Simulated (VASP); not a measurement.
Runs of VASP 6.6.1 on SnO. All rows change the cell; the cell of one of them follows. The structure is cubic, space group Pm-3m (No. 221). Conventional cell: a = 3.225 Å, b = 3.225 Å, c = 3.225 Å, α = 90.00°, β = 90.00°, γ = 90.00°. Around Sn (site symmetry m-3m) lie 8 O at 2.79 Å. O (site symmetry m-3m) has 8 Sn at 2.79 Å as nearest neighbours. The cell was built by a generator and needn't be a form met in nature.

| level | cell | gap on the mesh (eV) | pressure (GPa) |
| --- | --- | --- | --- |
| r2SCAN | hydrostatic strain +3.9% | 0.36 | (a) |
| r2SCAN | epitaxial_xy strain +5.4% | none | -7.1 |
| PBE | hydrostatic strain +3.9% | 0.22 | (b) |
| PBE | shear_111 strain -1.3% | none | 4.5 |

Alike in all rows: task single point; potentials or basis VASP PAW PBE potentials, release 64 (Sn_d, O); no spin polarisation; k mesh 8 × 8 × 8; cutoff (eV) 520; smearing fermi-dirac 0.02 eV.

**Question.** Fill in the values left out.

**Answer.** (a) -9.7; (b) -7.0.

Caveats: the PAW data sets were made with another functional, which shifts forces and pressure a little (some runs); spin-orbit coupling is left out, which moves the levels of the heavy elements (some runs).

A k mesh can miss the band edges, and the runs leave out spin-orbit coupling on Sn.

A gap of «none» marks a metal or a gap under the smearing width.
